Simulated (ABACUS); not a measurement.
Crystal: LiF (Griceite).

```
F Li
1.0
     0.00000    2.01400    2.01400
     2.01400    0.00000    2.01400
     2.01400    2.01400    0.00000
F Li
1 1
Direct
  0.50000 0.50000 0.50000
  0.00000 0.00000 0.00000
```

Program: ABACUS 3.10.1. Alike in all runs: task single point; no spin polarisation; cell as given; smearing fermi-dirac 0.05 eV.

Question: Order these runs on this cell by their band gap on the k mesh, lowest first.
A. level revTPSS; potentials or basis SG15 ONCV 1.2 PBE, plane waves; k mesh 7 × 7 × 7; cutoff (eV) 1320; SCF threshold on the density 1e-08; eigensolver dav
B. level PW91; potentials or basis SPMS ONCV 1.0 PBE, plane waves; k mesh 9 × 9 × 9; cutoff (eV) 1143; SCF threshold on the density 1e-08; eigensolver dav
C. level r2SCAN; potentials or basis SG15 ONCV 1.2 PBE, DZP LCAO (the cutoffs set its grid); k mesh 8 × 8 × 8; cutoff (eV) 1361; SCF threshold on the density 1e-07; eigensolver genelpa
D. level LDA; potentials or basis PseudoDojo NC SR 0.4.1 LDA stringent, DZP LCAO (the cutoffs set its grid); k mesh 10 × 10 × 10; cutoff (eV) 1361; SCF threshold on the density 1e-07; eigensolver genelpa

Answer: D (8.95 eV), B (9.14 eV), A (9.33 eV), C (10.21 eV).

Caveats: the atomic orbitals were generated for these runs and aren't a published set (some runs); the basis of atomic orbitals isn't converged, which shifts pressures, moduli and gaps (some runs); an odd mesh through Γ misses points on the zone boundary, where band edges often lie (some runs).

A k mesh can miss the band edges, odd and even meshes differently.
